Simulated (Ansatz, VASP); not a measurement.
**One calculation of GaAs, two programs**

File INCAR:

```
ALGO = Normal ; EDIFF = 1E-6
ENCUT = 520 ; GGA = PE
ISIF = 2 ; ISMEAR = -1
LASPH = True ; LCHARG = True
LELF = True ; LREAL = False
LVHAR = True ; LWAVE = False
NBANDS = 16 ; NELM = 100
PREC = Accurate ; SIGMA = 0.04
```

Contents of KPOINTS:

```
k-points
0
Gamma
  6 6 6
```

Contents of POSCAR:

```
GaAs
1.0
   -1.8807739600      1.8807739600      3.0258508800
    1.8807739600     -1.8807739600      3.0258508800
    1.8807739600      1.8807739600     -3.0258508800
Ga As
1 1
Direct
    0.0000000000      0.0000000000      0.0000000000
    0.5000000000      0.5000000000      0.0000000000
```

File input.yaml:

```yaml
crystal:
  lattice:
    - [-1.88077396, 1.88077396, 3.02585088]
    - [1.88077396, -1.88077396, 3.02585088]
    - [1.88077396, 1.88077396, -3.02585088]
  atoms:
    - { symbol: Ga, position: [0.0, 0.0, 0.0] }
    - { symbol: As, position: [0.5, 0.5, 0.0] }
kpoints:
  mp_grid: { grid: [6, 6, 6] }
scf:
  occupations: { method: fermi_dirac, width: 0.04 }
hamiltonian:
  xc: pbe
  pseudopotentials: { kind: all_electron, lapw: { basis_error: 0.002 } }
output:
  forces: true
  stress: true
  eigenvalues: true
```

The cell was built by a generator and needn't be a form met in nature.

Alike in both runs: task single point; functional PBE; k mesh 6 × 6 × 6; occupations fermi-dirac, width 0.04 eV; no spin polarisation.

```csv
,VASP,Ansatz
version,VASP 6.6.1,Ansatz 0.2.0
potentials or method,"VASP PAW PBE potentials, release 64 (Ga_d, As)","all-electron LAPW, scalar-relativistic"
plane-wave cutoff (eV),520,see its input
```

|  | VASP | Ansatz | Ansatz less VASP |
| --- | --- | --- | --- |
| gap on the k mesh at the Fermi level (eV) | none | none | - |
| pressure (GPa) | -3.3 | -3.4 | -0.08 |
| largest component of the traceless stress (GPa) | 4.56 | 4.48 | -0.082 |

A gap of «none» marks a metal or a gap that the smearing closes. Ansatz ran all-electron here, so the differences hold the error of VASP's frozen core and of both bases.

Caveats: the k mesh is coarse (spacing up to 0.39 Å⁻¹), so the values aren't converged; the k mesh is thin for a metal, which can move the energy by tens of meV per atom (Ansatz).
